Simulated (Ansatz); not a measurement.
# AlCo: which structure wins at one pressure, part 2 of 2

Which of rocksalt, CsCl, WC, NiAs, zincblende has the lowest enthalpy for AlCo at one common pressure? Methods of the runs shown: LAPW. Companion runs by PAW are cited.

Ansatz 0.2.0; DFT PBE; a cell built from a prototype (rocksalt type), not taken from measurement. Earlier steps stand in the parts before.

## (5) NiAs at the cell that PAW relaxed, LAPW

File input.yaml:

```yaml
crystal:
  lattice:
    - [2.3515919538, 0.0, 0.0]
    - [-1.1757959769, 2.0365383714, 0.0]
    - [0.0, 0.0, 6.8398599313]
  atoms:
    - { symbol: Co, position: [0.0, 0.0, 0.0] }
    - { symbol: Co, position: [0.0, 0.0, 0.5] }
    - { symbol: Al, position: [0.3333333333, 0.6666666667, 0.25] }
    - { symbol: Al, position: [0.6666666667, 0.3333333333, 0.75] }
kpoints:
  mp_grid: { grid: [12, 12, 7] }
scf:
  occupations: { method: fermi_dirac, width: 0.05 }
hamiltonian:
  xc: pbe
  pseudopotentials: { kind: all_electron, lapw: { basis_error: 0.0005 } }
output:
  forces: true
  stress: true
  eigenvalues: true
  populations: true
```

Run with:

```bash
ansatz run input.yaml --threads 1 --pin off --max-ram 3584MiB --backend cpu --events-out ev --progress --plain --runs-dir out
```

The program printed, cut to the lines that bear on the results:

```text
Co: projections on atomic orbitals take those of the free atom 1s2 2s2 2p6 3s2 3p6 3d7 4s2, of charge +0.00 (hamiltonian.pseudopotentials.projection_atoms)
Al: projections on atomic orbitals take those of the free atom 1s2 2s2 2p6 3s2 3p1, of charge +0.00 (hamiltonian.pseudopotentials.projection_atoms)
LAPW: plane waves up to 10.018 Å⁻¹, error target 5.0e-4 eV per atom; small_component_spin mean_spin; Al in spheres of 1.013 Å, 11 of its electrons in bands, Dirac shells []; Co in spheres of 1.171 Å, 17 of its electrons in bands, Dirac shells []
[...]
Pseudopotentials: kind: all_electron
Pseudopotential: Co, LAPW, valence charge 17, Koelling and Harmon's equation, gaussian nucleus
Pseudopotential: Al, LAPW, valence charge 11, Koelling and Harmon's equation, gaussian nucleus
Functional definition: PBE
[...]
Crystal: 4 atoms, lattice volume = 32.757 Å³
[...]
SCF converged after 9 iterations
Free energy (F): -89046.203259 eV
[...]
E sigma→0 (E₀):  -89046.193070 eV
Entropy (-TS):   -0.020378 eV (-5.095 meV/atom)
Fermi energy:    23.600820 eV
[...]
--- Forces (eV/Å), atoms counted from 1 ---
  atom   1  Co     0.00000000    -0.00000000    -0.00000000
  atom   2  Co     0.00000000     0.00000000     0.00000000
  atom   3  Al    -0.00000000    -0.00000000     0.00000000
  atom   4  Al     0.00000000     0.00000000    -0.00000000
[...]
--- Stress (GPa, compression-positive) ---
      149.269868       0.000000       0.000000
       -0.000000     149.269868       0.000000
        0.000000       0.000000     149.652038
  P = ⅓ Tr σ = 149.3973 GPa (1493.973 kbar)
--- Band table (eV; the first three rows and the last of 76) ---
[...]
--- Löwdin populations: 4 sites ---
  site symbol       q [e]
     0     Co     26.6076
     1     Co     26.6076
     2     Al     13.2109
     3     Al     13.2109
  spilling = 0.004539 (of n_electrons = 80.000000)
```

It took 30 s on 1 thread of Intel Xeon Platinum 8488C (Sapphire Rapids), shared host; peak memory 0.67 GiB.

Result: pressure 149.40 GPa; no gap.

## (6) Zincblende relaxed under pressure, LAPW

File input.yaml:

```yaml
crystal:
  lattice:
    - [0.0, 2.1478915571, 2.1478915571]
    - [2.1478915571, 0.0, 2.1478915571]
    - [2.1478915571, 2.1478915571, 0.0]
  atoms:
    - { symbol: Co, position: [0.0, 0.0, 0.0] }
    - { symbol: Al, position: [0.25, 0.25, 0.25] }
kpoints:
  mp_grid: { grid: [14, 14, 14] }
scf:
  occupations: { method: fermi_dirac, width: 0.05 }
hamiltonian:
  xc: pbe
  pseudopotentials: { kind: all_electron, lapw: { basis_error: 0.0005 } }
output:
  forces: true
  stress: true
  eigenvalues: true
relax:
  f_tol: 0.005
  max_steps: 12
  cell: { p_target: 150.0, stress_tol: 0.075 }
```

Run with:

```bash
ansatz run input.yaml --threads 1 --pin off --max-ram 3584MiB --backend cpu --events-out ev --progress --plain --runs-dir out
```

The program printed:

```text
[... 1 set-up line as earlier in the session ...]
LAPW: plane waves up to 12.489 Å⁻¹, error target 5.0e-4 eV per atom; small_component_spin mean_spin; Al in spheres of 0.844 Å, 11 of its electrons in bands, Dirac shells []; Co in spheres of 0.960 Å, 23 of its electrons in bands, Dirac shells []
[... 2 set-up lines as earlier in the session ...]
Pseudopotential: Co, LAPW, valence charge 23, Koelling and Harmon's equation, gaussian nucleus
[... 6 set-up lines as earlier in the session ...]
Crystal: 2 atoms, lattice volume = 19.818 Å³
Basis set: ecut = 594.2986083150868 eV, 645 PW (Γ), exchange–correlation at level 2
Bands: 21, of which v1, the nominal top of the filled ones, is band 17 counted from 1 (16 counted from 0)
Symmetry: 24 space group operations
Space group: F-43m (ITA 216), of the structure as read, at distance tolerance 2.7e-5 Å
k-points: 104 of 2744 (time reversal used)
[... 5 set-up lines as earlier in the session ...]
iter 1 solved again at ethr=1.22e-2 eV; its pass at ethr=1.00e-1 eV (dr2=4.15e0 eV) is discarded
SCF iter   1: F=—  HF=-44519.878809 eV  |F-HF|=—  |Δ(HF+E_count)|=         —  Δρ=1.38e-1  dr2=4.14e0  ethr=1.22e-2  ⟨swp⟩=2.0  Hψ=14382  notcnv=0
preconditioner: auto → Kerker (q_TF=auto, 2.985 Å⁻¹)  [metal: Δε(μ)=0.067 eV  Ē_g=10.607 eV  σ=0.050 eV  W_gap=0.31  n_scr=14 (ndim 8)  ℏωp=28.9 eV  f_vac=0.000  D(μ)=0.78/eV (n_scr^D=8)]
SCF iter   2: F=—  HF=-44520.634335 eV  |F-HF|=—  |Δ(HF+E_count)|=   7.56e-1  Δρ=1.14e-1  dr2=1.96e0  ethr=1.22e-2  ⟨swp⟩=3.0  Hψ=6657  notcnv=0
iter 3 solved again at ethr=2.98e-4 eV; its pass at ethr=5.75e-3 eV (dr2=1.01e-1 eV) is discarded
SCF iter   3: F=—  HF=-44518.423206 eV  |F-HF|=—  |Δ(HF+E_count)|=    2.21e0  Δρ=2.93e-2  dr2=1.01e-1  ethr=2.98e-4  ⟨swp⟩=2.0  Hψ=10925  notcnv=0
SCF iter   4: F=—  HF=-44518.303581 eV  |F-HF|=—  |Δ(HF+E_count)|=   1.20e-1  Δρ=3.54e-2  dr2=2.19e-1  ethr=2.98e-4  ⟨swp⟩=2.8  Hψ=6655  notcnv=0
SCF iter   5: F=—  HF=-44518.214110 eV  |F-HF|=—  |Δ(HF+E_count)|=         —  Δρ=7.13e-3  dr2=1.24e-2  ethr=2.98e-4  ⟨swp⟩=2.9  Hψ=6486  notcnv=0
the basis was enlarged: its passes take 235.9 KiB over the memory plan, 1 of 1 planned eigensolver slots
SCF iter   6: F=—  HF=-44518.206756 eV  |F-HF|=—  |Δ(HF+E_count)|=   7.35e-3  Δρ=1.48e-3  dr2=5.38e-4  ethr=3.65e-5  ⟨swp⟩=2.0  Hψ=6163  notcnv=0
SCF iter   7: F=—  HF=-44518.206607 eV  |F-HF|=—  |Δ(HF+E_count)|=   1.49e-4  Δρ=5.10e-4  dr2=4.02e-5  ethr=1.58e-6  ⟨swp⟩=2.0  Hψ=6155  notcnv=0
SCF iter   8: F=—  HF=-44518.206599 eV  |F-HF|=—  |Δ(HF+E_count)|=   8.54e-6  Δρ=1.19e-4  dr2=2.84e-6  ethr=1.18e-7  ⟨swp⟩=2.0  Hψ=6154  notcnv=0
SCF iter   9: F=—  HF=-44518.206599 eV  |F-HF|=—  |Δ(HF+E_count)|=   1.35e-7  Δρ=4.36e-5  dr2=4.14e-7  ethr=8.35e-9  ⟨swp⟩=2.0  Hψ=6154  notcnv=0
SCF iter  10: F=-44518.206598 eV  HF=-44518.206598 eV  |F-HF|=3.35e-9  |Δ(HF+E_count)|=   1.27e-7  Δρ=5.13e-6  dr2=2.83e-9  ethr=1.22e-9  ⟨swp⟩=2.0  Hψ=6154  notcnv=0
SCF 1 converged in 10 iterations: F = -44518.206598 eV  dr2 = 2.83e-9
relax step   1: F+E_penalty+E_count = -44518.20659839 eV  Δ(F+E_penalty+E_count) = +0.000e0 eV  max|allowed force component| = 1.850e-17 eV/Å  Δτ_max = 0.0000 Å  P = +150.620 GPa  Ω = 19.818 Å³  (10 SCF iters, accepted)
Crystal: 2 atoms, lattice volume = 19.844 Å³
Basis set: ecut = 593.7922279412605 eV, 645 PW (Γ), exchange–correlation at level 2
[... 2 set-up lines as earlier in the session ...]
iter 1 solved again at ethr=2.09e-9 eV; its pass at ethr=1.00e-1 eV (dr2=7.11e-7 eV) is discarded
SCF iter   1: F=—  HF=-44518.230383 eV  |F-HF|=—  |Δ(HF+E_count)|=         —  Δρ=6.05e-5  dr2=6.94e-7  ethr=2.09e-9  ⟨swp⟩=4.1  Hψ=11673  notcnv=0
preconditioner: auto → Kerker (q_TF=auto, 2.984 Å⁻¹)  [metal: Δε(μ)=0.134 eV  Ē_g=9.522 eV  σ=0.050 eV  W_gap=0.50  n_scr=14 (ndim 8)  ℏωp=28.9 eV  f_vac=0.000  D(μ)=0.55/eV (n_scr^D=0)]
SCF iter   2: F=—  HF=-44518.230384 eV  |F-HF|=—  |Δ(HF+E_count)|=   6.55e-7  Δρ=3.36e-5  dr2=1.35e-7  ethr=2.04e-9  ⟨swp⟩=2.4  Hψ=6195  notcnv=0
SCF iter   3: F=—  HF=-44518.230384 eV  |F-HF|=—  |Δ(HF+E_count)|=   1.48e-7  Δρ=3.39e-5  dr2=2.35e-7  ethr=3.97e-10  ⟨swp⟩=3.0  Hψ=6524  notcnv=0
SCF iter   4: F=-44518.230383 eV  HF=-44518.230384 eV  |F-HF|=7.69e-9  |Δ(HF+E_count)|=   5.70e-8  Δρ=1.01e-5  dr2=2.08e-8  ethr=3.97e-10  ⟨swp⟩=2.0  Hψ=6155  notcnv=0
SCF 2 converged in 4 iterations: F = -44518.230383 eV  dr2 = 2.08e-8
relax step   2: F+E_penalty+E_count = -44518.23038349 eV  Δ(F+E_penalty+E_count) = -2.379e-2 eV  max|allowed force component| = 2.776e-17 eV/Å  Δτ_max = 0.0000 Å  P = +149.955 GPa  Ω = 19.844 Å³  (4 SCF iters, accepted)
iter 1 solved again at ethr=5.38e-11 eV; its pass at ethr=1.00e-1 eV (dr2=1.83e-8 eV) is discarded
SCF iter   1: F=—  HF=-44518.230383 eV  |F-HF|=—  |Δ(HF+E_count)|=         —  Δρ=9.83e-6  dr2=1.83e-8  ethr=5.38e-11  ⟨swp⟩=3.0  Hψ=9759  notcnv=0
preconditioner: auto → Kerker (q_TF=auto, 2.984 Å⁻¹)  [metal: Δε(μ)=0.134 eV  Ē_g=9.523 eV  σ=0.050 eV  W_gap=0.50  n_scr=14 (ndim 8)  ℏωp=28.9 eV  f_vac=0.000  D(μ)=0.55/eV (n_scr^D=0)]
SCF iter   2: F=-44518.230383 eV  HF=-44518.230383 eV  |F-HF|=2.21e-9  |Δ(HF+E_count)|=   6.26e-7  Δρ=5.89e-6  dr2=6.13e-9  ethr=5.37e-11  ⟨swp⟩=3.0  Hψ=6274  notcnv=0
SCF 3 converged in 2 iterations: F = -44518.230383 eV  dr2 = 6.13e-9
relax step   3: F+E_penalty+E_count = -44518.23038348 eV  Δ(F+E_penalty+E_count) = +1.154e-8 eV  max|allowed force component| = 4.626e-17 eV/Å  Δτ_max = 0.0000 Å  P = +149.955 GPa  Ω = 19.844 Å³  stress off target by 4.53e-2 GPa  SCF on the basis re-selected at this cell (its energy is not comparable with the rows above)  (2 SCF iters)
basis re-selected at this cell: Δ(F+E_penalty+E_count) = +1.154e-8 eV, ΔP = -0.001 GPa vs the last step (what re-selecting the basis moved, after the strain that the cell walked since its last selection, with what the two solves' SCF thresholds leave and, on support functions, any second-order correction that the steps lacked; it is no measure of the basis error at this ecutwfc). This SCF's stress stands 4.53e-2 GPa from its target on what of the cell is left free (relax.cell.stress_tol is 7.50e-2 GPa) and its largest allowed force component is 4.63e-17 eV/Å (relax.f_tol is 5.00e-3 eV/Å): within both
SCF converged after 2 iterations
Free energy (F): -44518.230383 eV
Harris-Foulkes:  -44518.230383 eV  (|F-HF|=2.21e-9)
Internal energy: -44518.225711 eV  (E = F + TS)
E sigma→0 (E₀):  -44518.228047 eV
Entropy (-TS):   -0.004672 eV (-2.336 meV/atom)
Fermi energy:    18.456564 eV
--- Per-component energies (eV) ---
  E_band       = -5095.656724
  E_kinetic    = 45150.470463
  E_xc         = -2143.999970
  E_electrostatic = -87524.696205  (all electrons and nuclei)
  E_smearing   = -0.004672  (= −TS)
  E_closure    = 0.000000  (closes the sum)
  E_atoms      = -44513.072186  (free atoms, spherical and without spin; not in F)
  Σ components = -44518.230383   (vs F -44518.230383, Δ=0.00e0)
  Basis errors (estimates in eV, not in F): energy 2.1e-4 per atom: plane waves 1.9e-4 (1.2e-4 summed), levels above the bands 2.0e-101, relativity 4.3e-8, radial functions 1.9e-5, core shells 2.6e-7; eigenvalues (radial functions only) 3.1e-7; not estimated: angular momenta, meshes, grids; target (lapw.basis_error) 5.0e-4; muffin-tin radii Al 0.844 Å, Co 0.961 Å
--- Forces (eV/Å), atoms counted from 1 ---
  atom   1  Co     0.00000000    -0.00000000    -0.00000000
  atom   2  Al     0.00000000    -0.00000000    -0.00000000
  max |Σ_I F_I| component: 2.50e-16 eV/Å
--- Stress (GPa, compression-positive) ---
      149.954671      -0.000000      -0.000000
       -0.000000     149.954671      -0.000000
       -0.000000      -0.000000     149.954671
  P = ⅓ Tr σ = 149.9547 GPa (1499.547 kbar)
--- Band table (eV; the first three rows and the last of 104) ---
  k-point 0: bands = ["-742.4152", "-742.4152", "-742.4152", "-83.6925", "-75.7725", "-45.1548", "-45.1548", "-45.1548", "-39.2253", "-39.2253", "-39.2253", "7.3731", "15.6468", "15.6468", "15.6468", "16.7126", "16.7126", "29.0270", "29.0270", "29.0270", "33.1334"]
  k-point 1: bands = ["-742.4152", "-742.4152", "-742.4152", "-83.6921", "-75.7730", "-45.1555", "-45.1555", "-45.1549", "-39.2271", "-39.2249", "-39.2249", "7.5035", "15.6091", "15.6782", "15.6782", "16.6955", "16.6955", "27.9684", "28.9630", "28.9630", "33.2242"]
  k-point 2: bands = ["-742.4152", "-742.4152", "-742.4152", "-83.6909", "-75.7744", "-45.1573", "-45.1573", "-45.1551", "-39.2320", "-39.2235", "-39.2235", "7.8907", "15.4978", "15.7523", "15.7523", "16.6672", "16.6672", "25.8984", "28.7871", "28.7871", "32.8717"]
  k-point 103: bands = ["-742.4152", "-742.4152", "-742.4152", "-83.6812", "-75.7859", "-45.1881", "-45.1847", "-45.1285", "-39.2728", "-39.2175", "-39.2061", "13.5326", "14.5064", "15.0037", "16.3426", "17.2644", "18.8322", "19.2089", "20.3389", "21.4623", "32.1166"]
--- Relaxed structure (2 steps of the walk, 2 accepted, 1 SCFs on fresh bases) ---
  F+E_penalty+E_count = -44518.23038348 eV   max|allowed force component| = 4.626e-17 eV/Å   (the final SCF, on the basis selected at the relaxed cell)
  cell:  # Å, volume = 19.8437 Å³
    - [-3.4393761222045238e-34, 2.1488072126886464, 2.1488072126886464]
    - [2.1488072126886464, -7.515673748520996e-34, 2.1488072126886464]
    - [2.1488072126886464, 2.1488072126886464, -1.2228892878949417e-33]
  atoms:
    - { symbol: Co, position: [1.886723553579356e-34, -1.812001828685124e-34, -2.3724147653918633e-34] }
    - { symbol: Al, position: [0.24999999999999997, 0.24999999999999997, 0.24999999999999997] }
```

Run time: 64 s. Hardware: 1 thread of Intel Xeon Platinum 8488C (Sapphire Rapids), shared host; peak memory 0.56 GiB.

The steps of the relaxation:

```csv
step,energy from step 1 (eV/cell),largest force component (eV/Å),pressure (GPa),volume (Å³)
1,0.0000,0.0000,150.62,19.82
2,-0.0238,0.0000,149.96,19.84
3,-0.0238,0.0000,149.95,19.84
```

Step 1 is the start. Step 3 repeats the geometry before on a plane-wave basis chosen anew for that cell, so the energy can jump there without any move; the table keeps such jumps.

| input's cell | before | after | change |
| --- | --- | --- | --- |
| a (Å) | 3.038 | 3.039 | +0.0 % |
| b (Å) | 3.038 | 3.039 | +0.0 % |
| c (Å) | 3.038 | 3.039 | +0.0 % |
| volume (Å³/atom) | 9.91 | 9.92 | +0.1 % |

Result: pressure 149.95 GPa; no gap.

## (7) The series in one table

The PAW rows are taken from companion runs at the same settings.

Enthalpy per atom, H = F + pV at p = 150 GPa, from each method's lowest phase:

| method | start | space group, start → end | volume (Å³/atom) | pressure (GPa) | enthalpy (meV/atom) |
| --- | --- | --- | --- | --- | --- |
| LAPW | rocksalt | Fm-3m → Fm-3m | 8.543 | 150.0 | 1785.8 |
| LAPW | CsCl | Pm-3m → Pm-3m | 7.948 | 150.0 | 0.0 |
| LAPW | WC | P-6m2 → P-6m2 | 8.181 | 150.0 | 585.8 |
| LAPW, at PAW's cell | NiAs | P6_3/mmc | 8.189 | 149.4 | 590.7 |
| LAPW | zincblende | F-43m → F-43m | 9.922 | 150.0 | 4648.5 |
| PAW | rocksalt | Fm-3m → Fm-3m | 8.544 | 150.0 | 1785.2 |
| PAW | CsCl | Pm-3m → Pm-3m | 7.954 | 149.9 | 0.0 |
| PAW | WC | P-6m2 → P-6m2 | 8.189 | 150.0 | 588.2 |
| PAW | NiAs | P6_3/mmc → P6_3/mmc | 8.189 | 150.0 | 593.1 |
| PAW | zincblende | F-43m → F-43m | 9.909 | 150.0 | 4645.3 |

## (8) Outcome

This closing draws on all 2 parts.

| quantity | value |
| --- | --- |
| pressure | 150 GPa |
| lowest (LAPW) | CsCl, 585.8 meV/atom under WC |
| lowest (PAW) | CsCl, 588.2 meV/atom under WC |

**Reading.** By LAPW the order is CsCl < WC < NiAs < rocksalt < zincblende. By PAW the order is CsCl < WC < NiAs < rocksalt < zincblende. The methods agree on the lowest phase. Only these structures were tried, with electrons smeared by 0.05 eV and without vibrations, so the true ground state may be another. The k meshes differ between phases and weren't tested, which can move differences by some meV. Spin polarisation is left out here, though a magnetic state may lie well lower.
